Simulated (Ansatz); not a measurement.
## rutile-structured SnO₂

The computed numbers are results of PBE, scalar-relativistic (no spin polarisation) in the plane-wave PAW code Ansatz at 420 eV, 6×6×10 k-mesh, Gaussian smearing of 0.05 eV. The datasets are Ansatz's generated set soft_2.

```
CELL_PARAMETERS angstrom
4.82757 0.00000 0.00000
0.00000 4.82757 0.00000
0.00000 0.00000 3.23810
ATOMIC_POSITIONS crystal
Sn 0.00000 0.00000 0.00000
Sn 0.50000 0.50000 0.50000
O 0.30658 0.30658 0.00000
O 0.80658 0.19342 0.50000
O 0.19342 0.80658 0.50000
O 0.69342 0.69342 0.00000
```

The start was a prototype's sites filled with these elements; the Crystallography Open Database holds the compound in this structure.

The cell has space group P4_2/mnm (read at 0.01 Å). In it the stress is 0.00, 0.00, 0.00, 0.00, 0.00, 0.00 GPa and the largest force component 0.000 eV/Å. Each change below starts from this cell, without further relaxation. Stress is in GPa, positive in compression, in the order xx, yy, zz, yz, xz, xy; energies are counted from the cell above.

Task: One atom was moved along a Cartesian axis, and these forces appeared. Which atom, and about how far?
```
atom  Fx (eV/Å)      Fy     Fz
 Sn1     -0.071   0.085  0.000
 Sn2     -0.049   0.035  0.000
  O3      0.008   0.072  0.000
  O4     -0.044   0.048  0.000
  O5      0.164  -0.234  0.000
  O6     -0.008  -0.005  0.000
```

Result: Atom 5 (O) is moved by 0.02 Å along y; the energy changes by 2.3 meV per cell.

Task: What happens when atom 4 (O) is moved by 0.08 Å along y?

Result: The energy changes by 38.6 meV per cell, and the force on it along the shift is -0.973 eV/Å (−F/u = 12.16 eV/Å²). Stress: 0.08, -0.30, -0.41, 0.00, 0.00, -0.44. The gap on the mesh goes from 0.68 eV to 0.63 eV.
| atom | Fx (eV/Å) | Fy | Fz |
| --- | --- | --- | --- |
| Sn1 | -0.247 | 0.323 | 0.000 |
| Sn2 | -0.276 | 0.203 | 0.000 |
| O3 | -0.038 | -0.028 | 0.000 |
| O4 | 0.694 | -0.973 | 0.000 |
| O5 | -0.162 | 0.186 | 0.000 |
| O6 | 0.030 | 0.290 | 0.000 |
In a harmonic crystal the energy would rise by −½F·u = ½ × 12.16 × 0.08² eV = 38.9 meV, which matches.

Task: What stress follows from an engineering strain of 3 % in xy, atoms carried along?

Result: 0.24, 0.24, 0.15, 0.00, 0.00, -5.37 GPa; the energy changes by 37.8 meV per cell.
| atom | Fx (eV/Å) | Fy | Fz |
| --- | --- | --- | --- |
| Sn1 | 0.000 | 0.000 | 0.000 |
| Sn2 | 0.000 | 0.000 | 0.000 |
| O3 | -0.033 | -0.033 | 0.000 |
| O4 | 0.058 | -0.058 | 0.000 |
| O5 | -0.058 | 0.058 | 0.000 |
| O6 | 0.033 | 0.033 | 0.000 |
The change of the stress over the strain gives a clamped-atom stiffness of about 179 GPa for this component.
In a harmonic crystal the energy would rise by V(½Cε² − σ₀ε), with σ₀ the stress of the unstrained cell, = 37.9 meV, which matches.

Task: A single strain component, atoms carried along, gave the stress -6.14, -3.66, -3.66, 0.00, 0.00, 0.00. Which component, and about how large?

Result: An engineering strain of 3 % in xx; the energy changes by 44.0 meV per cell.

Task: All atoms and the cell are disturbed at random:
```
CELL_PARAMETERS angstrom
4.83023 -0.01825 -0.00017
-0.01825 4.85749 0.01485
-0.00011 0.00996 3.27531
ATOMIC_POSITIONS crystal
Sn 0.00206 0.00908 0.98531
Sn 0.49473 0.49873 0.50381
O 0.30658 0.30793 0.01455
O 0.81717 0.18778 0.49624
O 0.18897 0.80215 0.50968
O 0.69050 0.69433 0.99040
```
Give the energy change, the stress and the forces.

Result: 136.5 meV per cell; stress -1.15, -1.95, -3.60, -0.02, 0.70, 1.21 GPa. The gap on the mesh goes from 0.68 eV to 0.47 eV.
```
atom  Fx (eV/Å)      Fy      Fz
 Sn1     -0.080  -1.219   0.928
 Sn2      0.651   0.473  -0.022
  O3      0.172  -0.073  -0.398
  O4     -0.855   0.825  -0.346
  O5      0.110   0.093  -0.546
  O6      0.002  -0.099   0.384
```

Task: All atoms and the cell are disturbed at random:
```
CELL_PARAMETERS angstrom
4.83860 0.03891 -0.02154
0.03891 4.77964 0.00461
-0.01445 0.00309 3.23505
ATOMIC_POSITIONS crystal
Sn 0.99677 0.02020 0.00496
Sn 0.52242 0.50179 0.49978
O 0.25486 0.25846 0.01242
O 0.80666 0.16058 0.51932
O 0.23421 0.81179 0.48301
O 0.68507 0.74717 0.98051
```
Give the energy change, the stress and the forces.

Result: 3144.5 meV per cell; stress 19.83, 14.76, 12.91, -1.68, 3.23, 15.22 GPa. The gap on the mesh goes from 0.68 eV to 0.14 eV (close to the smearing width).
```tsv
atom	Fx (eV/Å)	Fy	Fz
Sn1	-3.448	-8.730	0.814
Sn2	-1.555	0.163	-0.362
O3	9.741	9.356	-0.017
O4	-2.677	2.915	-1.480
O5	-1.312	-0.555	0.409
O6	-0.750	-3.149	0.637
```

Kohn–Sham gaps of semilocal functionals lie under measured ones, often by a third or more. The relaxed cell is 6 % larger in volume than the cell of this structure in the Crystallography Open Database (11.92 Å³/atom, 1997).
